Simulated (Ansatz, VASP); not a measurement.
## CaO in VASP and in Ansatz

```
Ca O
1.0
     0.00000    2.43519    2.43519
     2.43519    0.00000    2.43519
     2.43519    2.43519    0.00000
Ca O
1 1
Direct
  0.00000 0.00000 0.00000
  0.50000 0.50000 0.50000
```

Change from the starting cell: volume scaled by 1.04.

Alike in both runs: task single point; functional PBE; k mesh 10 × 10 × 10; occupations fermi-dirac, width 0.05 eV; no spin polarisation.

```csv
,VASP,Ansatz
version,VASP 6.6.1,Ansatz 0.2.0
potentials or method,"VASP PAW PBE potentials, release 64 (Ca_sv, O)",Ansatz PAW
plane-wave cutoff (eV),520,420
valence electrons in the cell,16,16
```

VASP gave:

```
gap on the k mesh at the Fermi level (eV) : 3.64
least direct gap on the mesh (eV)         : 4.02
pressure (GPa)                            : -2.0
```

Question: What did Ansatz give for the same quantities?

Answer: gap on the k mesh at the Fermi level (eV): 3.66; least direct gap on the mesh (eV): 4.04; pressure (GPa): -2.4.

With one functional, cell and mesh, what is left measures potentials, basis and numerics.

Caveats: the pressure holds a Pulay correction of +0.4 GPa for the finite cutoff (Ansatz). A k mesh can miss the band edges.
